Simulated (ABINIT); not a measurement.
Write the native input for ABINIT 10.8.3 (patched build) that does the following.

* Task: band structure
* Functional: LDA
* Potentials or basis: JTH PAW LDA v2.0
* Cutoff: 544 eV
* k mesh: 10 × 10 × 3
* Occupations: fermi-dirac, width 0.05 eV
* Spin: no spin polarisation
* Fine-grid cutoff: 1088.46 eV

Crystal: SiC.

```xyz
8
Lattice="3.0757 0.0000 0.0000 -1.5378 2.6636 0.0000 0.0000 0.0000 10.0706" Properties=species:S:1:pos:R:3 pbc="T T T"
Si    0.0000    0.0000    1.8922
Si    0.0000    0.0000    6.9275
Si    0.0000    1.7758    4.4094
Si    1.5378    0.8879    9.4447
C     0.0000    0.0000    0.0046
C     0.0000    0.0000    5.0400
C     0.0000    1.7758    2.5157
C     1.5378    0.8879    7.5510
```

The cell is a database's computed one.

One way to write it, as run:

run.abi

```
# Datasets: ground state, then fixed potential
ndtset 2

# Pseudopotentials
pp_dirpath "./"
pseudos "Si.LDA_PW-JTH.xml, C.LDA_PW-JTH.xml"

# Structure
acell 3*1.0 Angstrom
rprim
     3.0756941497     0.0000000000     0.0000000000
    -1.5378470748     2.6636292679     0.0000000000
     0.0000000000     0.0000000000    10.0706464800
ntypat 2
znucl 14 6
natom 8
typat 1 1 1 1 2 2 2 2
xred
     0.0000000000     0.0000000000     0.1878943800
     0.0000000000     0.0000000000     0.6878943800
     0.3333333333     0.6666666667     0.4378419800
     0.6666666667     0.3333333333     0.9378419800
     0.0000000000     0.0000000000     0.0004600500
     0.0000000000     0.0000000000     0.5004600500
     0.3333333333     0.6666666667     0.2498025900
     0.6666666667     0.3333333333     0.7498025900

# Plane-wave basis
ecut 20.0
pawecutdg 40.0

# Exchange and correlation
ixc 7

# Bands and occupations
occopt 3
tsmear 0.00183747

# SCF cycle
nstep 100

# Output
iomode 3
prtwf 0
prteig 0
prtebands 0
enunit 1
prtden1 1

# Dataset 1
kptopt1 1
ngkpt1 10 10 3
nshiftk1 1
shiftk1 0.0 0.0 0.0
nband1 21
tolvrs1 1.0e-9

# Dataset 2: bands along G-M-K-G-A-L-H-A
iscf2 -2
getden2 1
nband2 25
nbdbuf2 2
tolwfr2 1.0e-12
kptopt2 -7
ndivsm2 6
prteig2 1
prtvol2 -3
kptbounds2
     0.0000000000     0.0000000000     0.0000000000
     0.5000000000     0.0000000000     0.0000000000
     0.3333333333     0.3333333333     0.0000000000
     0.0000000000     0.0000000000     0.0000000000
     0.0000000000     0.0000000000     0.5000000000
     0.5000000000     0.0000000000     0.5000000000
     0.3333333333     0.3333333333     0.5000000000
     0.0000000000     0.0000000000     0.5000000000
```

Potentials or basis: JTH PAW LDA v2.0.

Run with:

```bash
$ abinit run.abi > log 2>&1
```

It gave:

* Pressure: -4.1 GPa
* Largest force: 0.006 eV/Å
* Band gap on the k mesh: 2.18 eV, indirect (least direct gap 3.32 eV)
* Band gap along the path: 2.18 eV, indirect (least direct gap 3.32 eV)
* Valence electrons inside the program's atomic spheres: Si 1.70; C 2.57, 2.58

It took 4.6 min on 1 thread of Arm Neoverse V2 (shared host), peak memory 0.21 GiB.
